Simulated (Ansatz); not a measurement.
## (10,0) C nanotube: bands under strain

Wanted: the relaxed geometry and the bands of the (10,0) C nanotube.

Calculated with Ansatz 0.2.0; DFT PBE, plane waves, PAW; relaxation of a wire's period, in the first sound run; inputs show where later runs differ.

Most raw output is cut from this account.

## Step 1: The structure

The cell holds 40 atoms: 40 C. Its edges and angles: a = 14.629 Å, b = 14.629 Å, c = 4.260 Å, α = 90.0°, β = 90.0°, γ = 90.0°. Vacuum lies along a and b. The structure's axis is c.

## Step 2: Relaxing the period

Band widths follow the bond lengths, so the wire is relaxed first. The atoms and the third cell vector are free; the box across stays fixed as vacuum. A Fermi-Dirac smearing is set since the result may be a metal. The pressure printed is a third of the stress's trace over the whole box, vacuum included; only the stress along the axis is relaxed.

File input.yaml:

```yaml
crystal:
  lattice:
    - [14.629, 0.0, 0.0]
    - [0.0, 14.629, 0.0]
    - [0.0, 0.0, 4.26]
  atoms:
    - { symbol: C, position: [0.232415066, 0.499995568, 0.0] }
    - { symbol: C, position: [0.283518394, 0.65727544, 0.0] }
    - { symbol: C, position: [0.283518394, 0.342715695, 0.0] }
    - { symbol: C, position: [0.417308645, 0.754479747, 0.0] }
    - { symbol: C, position: [0.417308645, 0.245511388, 0.0] }
    - { symbol: C, position: [0.58268249, 0.754479747, 0.0] }
    - { symbol: C, position: [0.58268249, 0.245511388, 0.0] }
    - { symbol: C, position: [0.716472741, 0.65727544, 0.0] }
[... 28 atom lines left out ...]
    - { symbol: C, position: [0.65727544, 0.716472741, 0.833333333] }
    - { symbol: C, position: [0.65727544, 0.283518394, 0.833333333] }
    - { symbol: C, position: [0.754479747, 0.58268249, 0.833333333] }
    - { symbol: C, position: [0.754479747, 0.417308645, 0.833333333] }
kpoints:
  mp_grid: { grid: [1, 1, 19] }
scf:
  occupations: { method: fermi_dirac, width: 0.05 }
hamiltonian:
  xc: pbe
relax:
  cell: { fix: [a, b, alpha, beta, gamma] }
  max_steps: 45
  f_tol: 0.03
```

Launch:

```sh
> ansatz run input.yaml --threads 4 --pin off --max-ram 16384MiB --backend cpu --events-out ev --progress --plain --runs-dir out
```

The job ended after 94 s (4 threads of Arm Neoverse V2, shared host; peak memory 3 GiB).

Relaxation path:

```csv
step,energy less that of the first step (eV),largest force component (eV/Å),pressure (GPa),volume (Å³)
1,0.0000,0.2160,2.20,911.67
2,-0.1445,0.1448,0.70,913.09
3,-0.1612,0.0515,0.01,914.29
4,-0.1617,0.0007,-0.01,914.32
5*,-0.1647,0.0010,0.00,914.32
```

Relaxation steps marked * repeat the geometry before them on a plane-wave basis chosen anew for their cell, so energy and pressure can jump there.

The run keeps the 16 symmetry operations that it works with, so distortions that break them were not tested.

```csv
cell as run,before,after,change
c (Å),4.260,4.272,+0.3 %
```

The atoms that moved most (Å, along periodic axes as changes of fractional coordinates times the final cell, across vacuum about the mean position):

```csv
atom,dx,dy,dz,length
C25,0.000,0.042,0.001,0.043
C20,0.042,0.000,-0.001,0.043
C35,0.000,0.042,-0.001,0.043
C10,0.042,0.000,0.001,0.043
C26,0.000,-0.042,0.001,0.043
C36,0.000,-0.042,-0.001,0.043
C11,-0.042,0.000,-0.001,0.043
C1,-0.042,0.000,0.001,0.043
```

This step gave:

```yaml
cell_length_along_the_wire: 4.272 Å
```

The cell's length comes to 4.272 Å with spin left out.

## Step 3: Bands of the perfect wire

This step: DFT PBE, plane waves, PAW; bands of a perfect wire (Ansatz 0.2.0).

At the relaxed period the bands are computed along the axis; those that cross an energy going forward count the channels that a perfect wire would open there.

File input.yaml:

```yaml
crystal:
  lattice:
    - [14.629, 0.0, 0.0]
    - [0.0, 14.629, 0.0]
    - [0.0, 0.0, 4.2723740586]
  atoms:
    - { symbol: C, position: [0.229514593, 0.5, 0.000245592] }
    - { symbol: C, position: [0.281175446, 0.658984938, 0.000246588] }
    - { symbol: C, position: [0.281175446, 0.341015062, 0.000246588] }
    - { symbol: C, position: [0.416416228, 0.757245879, 0.000248994] }
    - { symbol: C, position: [0.416416228, 0.242754121, 0.000248994] }
    - { symbol: C, position: [0.583583772, 0.757245879, 0.000248994] }
    - { symbol: C, position: [0.583583772, 0.242754121, 0.000248994] }
    - { symbol: C, position: [0.718824554, 0.658984938, 0.000246588] }
[... 28 atom lines left out ...]
    - { symbol: C, position: [0.658984938, 0.718824554, 0.833086745] }
    - { symbol: C, position: [0.658984938, 0.281175446, 0.833086745] }
    - { symbol: C, position: [0.757245879, 0.583583772, 0.833084339] }
    - { symbol: C, position: [0.757245879, 0.416416228, 0.833084339] }
kpoints:
  mp_grid: { grid: [1, 1, 19] }
  band_path: { path: ["Γ", Z], npoints: 90 }
scf:
  occupations: { method: fermi_dirac, width: 0.05 }
hamiltonian:
  xc: pbe
output:
  dos: { e_range: [-5, 4] }
  write_potential: true
  write_density: true
  volumetric_format: npy
```

The job ended after 2.7 min (4 threads; peak memory 5.4 GiB; 11 min of CPU time).

This step gave:

* band gap: 0.7629 eV

The electronic bands at the labelled points (eV, zero at the Fermi level; v1 is the highest filled band, c1 the lowest empty one):

```csv
point,v4,v3,v2,v1,c1,c2,c3,c4
Γ,-0.89,-0.88,-0.38,-0.38,0.38,0.38,0.62,0.80
halfway,-2.22,-2.22,-1.58,-1.57,1.54,1.55,2.19,2.19
Z,-2.84,-2.84,-2.15,-2.15,1.82,1.82,2.65,2.65
```

The gap is 0.763 eV, with spin left out.

The path shows a direct gap of 0.76 eV (valence top at Γ, conduction bottom at Γ).

## Step 4: At a strained period, period over the relaxed period 0.96, k-mesh 1×1×15

This step: DFT PBE, plane waves, PAW; relaxation at a fixed period (Ansatz 0.2.0).

The period is set to 0.96 times the relaxed one and the atoms relax within it: strain changes bond lengths and angles, which shifts the bands against each other. Against the first PBE run of this kind, the mesh along the wire has 15 points against 19.

The cell differs from the one that the last finished run ended in (c 4.272 → 4.101 Å).

input.yaml, as its differences from that of step 3:

```diff
@@ -4,3 +4,3 @@
     - [0.0, 14.629, 0.0]
-    - [0.0, 0.0, 4.2723740586]
+    - [0.0, 0.0, 4.1014790962]
   atoms:
@@ -47,3 +47,3 @@
 kpoints:
-  mp_grid: { grid: [1, 1, 19] }
+  mp_grid: { grid: [1, 1, 15] }
   band_path: { path: ["Γ", Z], npoints: 90 }
@@ -53,6 +53,6 @@
   xc: pbe
+relax:
+  max_steps: 40
+  f_tol: 0.02
 output:
-  dos: { e_range: [-5, 4] }
-  write_potential: true
-  write_density: true
-  volumetric_format: npy
+  stress: true
```

Run time: 2.8 min. Hardware: 4 threads; peak memory 5.3 GiB; 11 min of CPU time.

Step by step:

```csv
step,energy less that of the first step (eV),largest force component (eV/Å)
1,0.0000,0.7904
2,-0.1532,0.3739
3,-0.1816,0.0068
4,-0.1816,0.0064
```

The run keeps the 16 symmetry operations that it works with, so distortions that break them were not tested.

The atoms that moved most (Å):

```csv
atom,dx,dy,dz,length
C36,0.000,-0.033,0.007,0.034
C1,-0.033,0.000,-0.007,0.034
C26,0.000,-0.033,-0.007,0.034
C11,-0.033,0.000,0.007,0.034
C35,0.000,0.033,0.007,0.034
C10,0.033,0.000,-0.007,0.034
C25,0.000,0.033,-0.007,0.034
C20,0.033,0.000,0.007,0.034
```

The relaxed structure:

```xyz
40
Lattice="14.6290 0.0000 0.0000 0.0000 14.6290 0.0000 0.0000 0.0000 4.1015" Properties=species:S:1:pos:R:3
C     3.3241    7.3145   -0.0062
C     4.0863    9.6599   -0.0062
C     4.0863    4.9691   -0.0062
C     6.0814   11.1095   -0.0062
C     6.0814    3.5195   -0.0062
C     8.5476   11.1095   -0.0062
C     8.5476    3.5195   -0.0062
C    10.5427    9.6599   -0.0062
C    10.5427    4.9691   -0.0062
C    11.3049    7.3145   -0.0062
C     3.3241    7.3145    1.3733
C     4.0863    9.6599    1.3733
C     4.0863    4.9691    1.3733
C     6.0814   11.1095    1.3733
C     6.0814    3.5195    1.3733
C     8.5476   11.1095    1.3733
C     8.5476    3.5195    1.3733
C    10.5427    9.6599    1.3733
C    10.5427    4.9691    1.3733
C    11.3049    7.3145    1.3733
C     3.5195    8.5476    2.0446
C     3.5195    6.0814    2.0446
C     4.9691   10.5427    2.0446
C     4.9691    4.0863    2.0446
C     7.3145   11.3049    2.0446
C     7.3145    3.3241    2.0446
C     9.6599   10.5427    2.0446
C     9.6599    4.0863    2.0446
C    11.1095    8.5476    2.0446
C    11.1095    6.0814    2.0446
C     3.5195    8.5476    3.4241
C     3.5195    6.0814    3.4241
C     4.9691   10.5427    3.4241
C     4.9691    4.0863    3.4241
C     7.3145   11.3049    3.4241
C     7.3145    3.3241    3.4241
C     9.6599   10.5427    3.4241
C     9.6599    4.0863    3.4241
C    11.1095    8.5476    3.4241
C    11.1095    6.0814    3.4241
```

This step gave:

```yaml
energy_at_zero_smearing: -10030.7490 eV
band_gap: 0.3020 eV
```

Electronic bands along the path, in eV, zero at the Fermi level; v1 is the highest filled band, c1 the lowest empty one:

```csv
point,v4,v3,v2,v1,c1,c2,c3,c4
Γ,-1.22,-1.21,-0.15,-0.15,0.15,0.15,0.56,0.74
halfway,-2.29,-2.29,-1.80,-1.80,1.55,1.56,2.14,2.14
Z,-3.09,-3.09,-2.44,-2.44,1.77,1.77,2.59,2.59
```

The gap is 0.302 eV, against 0.763 eV under PBE at the relaxed period.

## Step 5: At a strained period, period over the relaxed period 0.98, k-mesh 1×1×15

The period is set to 0.98 times the relaxed one and the atoms relax within it: strain changes bond lengths and angles, which shifts the bands against each other. Against the first PBE run of this kind, the mesh along the wire has 15 points against 19.

The cell differs from the one that the last finished run ended in (c 4.101 → 4.187 Å).

input.yaml, as its differences from that of step 4:

```diff
@@ -4,3 +4,3 @@
     - [0.0, 14.629, 0.0]
-    - [0.0, 0.0, 4.1014790962]
+    - [0.0, 0.0, 4.1869265774]
   atoms:
```

The job ended after 2.8 min (4 threads; peak memory 5.3 GiB; 11 min of CPU time).

Relaxation path:

```csv
step,energy less that of the first step (eV),largest force component (eV/Å)
1,0.0000,0.3301
2,-0.0311,0.1568
3,-0.0363,0.0024
4,-0.0363,0.0025
```

The run keeps the 16 symmetry operations that it works with, so distortions that break them were not tested.

The atoms that moved most (Å):

```csv
atom,dx,dy,dz,length
C3,-0.013,-0.009,-0.003,0.016
C34,-0.009,-0.013,0.003,0.016
C13,-0.013,-0.009,0.003,0.016
C24,-0.009,-0.013,-0.003,0.016
C2,-0.013,0.009,-0.003,0.016
C38,0.009,-0.013,0.003,0.016
C12,-0.013,0.009,0.003,0.016
C28,0.009,-0.013,-0.003,0.016
```

The relaxed structure:

```xyz
40
Lattice="14.6290 0.0000 0.0000 0.0000 14.6290 0.0000 0.0000 0.0000 4.1869" Properties=species:S:1:pos:R:3
C     3.3419    7.3145   -0.0022
C     4.1006    9.6495   -0.0022
C     4.1006    4.9795   -0.0022
C     6.0869   11.0926   -0.0022
C     6.0869    3.5364   -0.0022
C     8.5421   11.0926   -0.0022
C     8.5421    3.5364   -0.0022
C    10.5284    9.6495   -0.0022
C    10.5284    4.9795   -0.0022
C    11.2871    7.3145   -0.0022
C     3.3419    7.3145    1.3978
C     4.1006    9.6495    1.3978
C     4.1006    4.9795    1.3978
C     6.0869   11.0926    1.3978
C     6.0869    3.5364    1.3978
C     8.5421   11.0926    1.3978
C     8.5421    3.5364    1.3978
C    10.5284    9.6495    1.3978
C    10.5284    4.9795    1.3978
C    11.2871    7.3145    1.3978
C     3.5364    8.5421    2.0913
C     3.5364    6.0869    2.0913
C     4.9795   10.5284    2.0913
C     4.9795    4.1006    2.0913
C     7.3145   11.2871    2.0913
C     7.3145    3.3419    2.0913
C     9.6495   10.5284    2.0913
C     9.6495    4.1006    2.0913
C    11.0926    8.5421    2.0913
C    11.0926    6.0869    2.0913
C     3.5364    8.5421    3.4913
C     3.5364    6.0869    3.4913
C     4.9795   10.5284    3.4913
C     4.9795    4.1006    3.4913
C     7.3145   11.2871    3.4913
C     7.3145    3.3419    3.4913
C     9.6495   10.5284    3.4913
C     9.6495    4.1006    3.4913
C    11.0926    8.5421    3.4913
C    11.0926    6.0869    3.4913
```

The gap is 0.537 eV, against 0.763 eV under PBE at the relaxed period.

## Step 6: At a strained period, period over the relaxed period 1.02, k-mesh 1×1×14

The period is set to 1.02 times the relaxed one and the atoms relax within it: strain changes bond lengths and angles, which shifts the bands against each other. Against the first PBE run of this kind, the mesh along the wire has 14 points against 19.

The cell differs from the one that the last finished run ended in (c 4.187 → 4.358 Å).

input.yaml, as its differences from that of step 5:

```diff
@@ -4,3 +4,3 @@
     - [0.0, 14.629, 0.0]
-    - [0.0, 0.0, 4.1869265774]
+    - [0.0, 0.0, 4.3578215397]
   atoms:
@@ -47,3 +47,3 @@
 kpoints:
-  mp_grid: { grid: [1, 1, 15] }
+  mp_grid: { grid: [1, 1, 14] }
   band_path: { path: ["Γ", Z], npoints: 90 }
```

Wall time 3.1 min (4 threads); peak memory 5.5 GiB.

Relaxation path:

```csv
step,energy less that of the first step (eV),largest force component (eV/Å)
1,0.0000,0.1953
2,-0.0189,0.0899
3,-0.0209,0.0166
4,-0.0209,0.0166
```

Forces are held to the 16 operations that the run works with; a distortion that breaks them can't arise in this run.

The atoms that moved most (Å):

```csv
atom,dx,dy,dz,length
C35,0.000,-0.014,-0.002,0.014
C25,0.000,-0.014,0.002,0.014
C10,-0.014,0.000,0.002,0.014
C20,-0.014,0.000,-0.002,0.014
C36,0.000,0.014,-0.002,0.014
C26,0.000,0.014,0.002,0.014
C1,0.014,0.000,0.002,0.014
C11,0.014,0.000,-0.002,0.014
```

Final coordinates:

```xyz
40
Lattice="14.6290 0.0000 0.0000 0.0000 14.6290 0.0000 0.0000 0.0000 4.3578" Properties=species:S:1:pos:R:3
C     3.3715    7.3145    0.0033
C     4.1246    9.6321    0.0033
C     4.1246    4.9969    0.0033
C     6.0960   11.0645    0.0033
C     6.0960    3.5645    0.0033
C     8.5330   11.0645    0.0033
C     8.5330    3.5645    0.0033
C    10.5044    9.6321    0.0033
C    10.5044    4.9969    0.0033
C    11.2575    7.3145    0.0033
C     3.3715    7.3145    1.4493
C     4.1246    9.6321    1.4493
C     4.1246    4.9969    1.4493
C     6.0960   11.0645    1.4493
C     6.0960    3.5645    1.4493
C     8.5330   11.0645    1.4493
C     8.5330    3.5645    1.4493
C    10.5044    9.6321    1.4493
C    10.5044    4.9969    1.4493
C    11.2575    7.3145    1.4493
C     3.5645    8.5330    2.1822
C     3.5645    6.0960    2.1822
C     4.9969   10.5044    2.1822
C     4.9969    4.1246    2.1822
C     7.3145   11.2575    2.1822
C     7.3145    3.3715    2.1822
C     9.6321   10.5044    2.1822
C     9.6321    4.1246    2.1822
C    11.0645    8.5330    2.1822
C    11.0645    6.0960    2.1822
C     3.5645    8.5330    3.6282
C     3.5645    6.0960    3.6282
C     4.9969   10.5044    3.6282
C     4.9969    4.1246    3.6282
C     7.3145   11.2575    3.6282
C     7.3145    3.3715    3.6282
C     9.6321   10.5044    3.6282
C     9.6321    4.1246    3.6282
C    11.0645    8.5330    3.6282
C    11.0645    6.0960    3.6282
```

The gap is 0.990 eV, against 0.763 eV under PBE at the relaxed period.

## Step 7: Strain along the wire, period over the relaxed period 1.04, k-mesh 1×1×14

The period is set to 1.04 times the relaxed one and the atoms relax within it: strain changes bond lengths and angles, which shifts the bands against each other. Against the first PBE run of this kind, the mesh along the wire has 14 points against 19.

The cell differs from the one that the last finished run ended in (c 4.358 → 4.443 Å).

input.yaml, as its differences from that of step 6:

```diff
@@ -4,3 +4,3 @@
     - [0.0, 14.629, 0.0]
-    - [0.0, 0.0, 4.3578215397]
+    - [0.0, 0.0, 4.4432690209]
   atoms:
```

Wall time 3.1 min (4 threads); peak memory 5.6 GiB; 12 min of CPU time.

Step by step:

```csv
step,energy less that of the first step (eV),largest force component (eV/Å)
1,0.0000,0.2811
2,-0.0581,0.1213
3,-0.0621,0.0327
4,-0.0624,0.0002
```

Forces are held to the 16 operations that the run works with; a distortion that breaks them can't arise in this run.

The atoms that moved most (Å):

```csv
atom,dx,dy,dz,length
C11,0.025,0.000,-0.004,0.025
C1,0.025,0.000,0.004,0.025
C26,0.000,0.025,0.004,0.025
C36,0.000,0.025,-0.004,0.025
C20,-0.025,0.000,-0.004,0.025
C10,-0.025,0.000,0.004,0.025
C25,0.000,-0.025,0.004,0.025
C35,0.000,-0.025,-0.004,0.025
```

Final coordinates:

```cif
data_structure
_symmetry_space_group_name_H-M 'P 1'
_symmetry_Int_Tables_number 1
_cell_length_a 14.6290
_cell_length_b 14.6290
_cell_length_c 4.4433
_cell_angle_alpha 90.000
_cell_angle_beta 90.000
_cell_angle_gamma 90.000
_cell_volume 950.89
loop_
_atom_site_label
_atom_site_type_symbol
_atom_site_fract_x
_atom_site_fract_y
_atom_site_fract_z
_atom_site_occupancy
C1 C 0.23122 0.50000 0.00111 1
C2 C 0.28255 0.65798 0.00111 1
C3 C 0.28255 0.34202 0.00111 1
C4 C 0.41694 0.75562 0.00112 1
C5 C 0.41694 0.24438 0.00112 1
C6 C 0.58306 0.75562 0.00112 1
C7 C 0.58306 0.24438 0.00112 1
C8 C 0.71745 0.65798 0.00111 1
C9 C 0.71745 0.34202 0.00111 1
C10 C 0.76878 0.50000 0.00111 1
C11 C 0.23122 0.50000 0.33222 1
C12 C 0.28255 0.65798 0.33222 1
C13 C 0.28255 0.34202 0.33222 1
C14 C 0.41694 0.75562 0.33222 1
C15 C 0.41694 0.24438 0.33222 1
C16 C 0.58306 0.75562 0.33222 1
C17 C 0.58306 0.24438 0.33222 1
C18 C 0.71745 0.65798 0.33222 1
C19 C 0.71745 0.34202 0.33222 1
C20 C 0.76878 0.50000 0.33222 1
C21 C 0.24438 0.58306 0.50112 1
C22 C 0.24438 0.41694 0.50112 1
C23 C 0.34202 0.71745 0.50111 1
C24 C 0.34202 0.28255 0.50111 1
C25 C 0.50000 0.76878 0.50111 1
C26 C 0.50000 0.23122 0.50111 1
C27 C 0.65798 0.71745 0.50111 1
C28 C 0.65798 0.28255 0.50111 1
C29 C 0.75562 0.58306 0.50112 1
C30 C 0.75562 0.41694 0.50112 1
C31 C 0.24438 0.58306 0.83222 1
C32 C 0.24438 0.41694 0.83222 1
C33 C 0.34202 0.71745 0.83222 1
C34 C 0.34202 0.28255 0.83222 1
C35 C 0.50000 0.76878 0.83222 1
C36 C 0.50000 0.23122 0.83222 1
C37 C 0.65798 0.71745 0.83222 1
C38 C 0.65798 0.28255 0.83222 1
C39 C 0.75562 0.58306 0.83222 1
C40 C 0.75562 0.41694 0.83222 1
```

The gap is 1.18 eV, against 0.763 eV under PBE at the relaxed period.

## Step 8: Strain along the wire, period over the relaxed period 1.06, k-mesh 1×1×14

The period is set to 1.06 times the relaxed one and the atoms relax within it: strain changes bond lengths and angles, which shifts the bands against each other. Against the first PBE run of this kind, the mesh along the wire has 14 points against 19.

The cell differs from the one that the last finished run ended in (c 4.443 → 4.529 Å).

input.yaml, as its differences from that of step 7:

```diff
@@ -4,3 +4,3 @@
     - [0.0, 14.629, 0.0]
-    - [0.0, 0.0, 4.4432690209]
+    - [0.0, 0.0, 4.5287165021]
   atoms:
```

Wall time 3.3 min (4 threads); peak memory 5.7 GiB; 13 min of CPU time.

The gap is 1.14 eV, against 0.763 eV under PBE at the relaxed period.

## Step 9: The series together

Times are for 4 threads of Arm Neoverse V2, shared host. Results by setting:

```csv
no.,period over the relaxed period,k-mesh,free energy less the lowest (eV),pressure (GPa),band gap (eV),time,memory (GiB)
1,0.96,1×1×15,1.452,5.658,0.3020,2.8 min,5.3
2,0.98,1×1×15,0.02567,2.713,0.5370,2.8 min,5.3
3,1.02,1×1×14,0,-2.473,0.9898,3.1 min,5.5
4,1.04,1×1×14,1.246,-4.750,1.176,3.1 min,5.6
5,1.06,1×1×14,3.225,-6.769,1.139,3.3 min,5.7
```

## Step 10: Outcome

| Property | Result |
| --- | --- |
| cell length, PBE | 4.272 Å |
| gap, PBE | 0.763 eV |
| gap, period scaled by 0.96 | 0.302 eV |
| gap, period scaled by 0.98 | 0.537 eV |
| gap, period scaled by 1.02 | 0.990 eV |
| gap, period scaled by 1.04 | 1.18 eV |
| gap, period scaled by 1.06 | 1.14 eV |

Under PBE the cell's length is 4.27 Å, and a gap of 0.76 eV makes it a semiconductor. Strain matters: under PBE the gap goes from 0.76 eV to 0.302 eV at 0.96 times the period, 0.537 eV at 0.98 times the period, 0.990 eV at 1.02 times the period, 1.18 eV at 1.04 times the period and 1.14 eV at 1.06 times the period. Where the gap is under about 0.35 eV, the smearing of 0.05 eV partly fills the band edges in the SCF.

[Logs are printed without paths, hosts, clocks, repeated set-up lines and the standing remarks that a program may print on its own settings, such as how far it seeks lower states.]

[Hosts, paths, dates, database ids (printed as entryN), source tags and the programs' standing remarks are cut or masked in the printed files.]
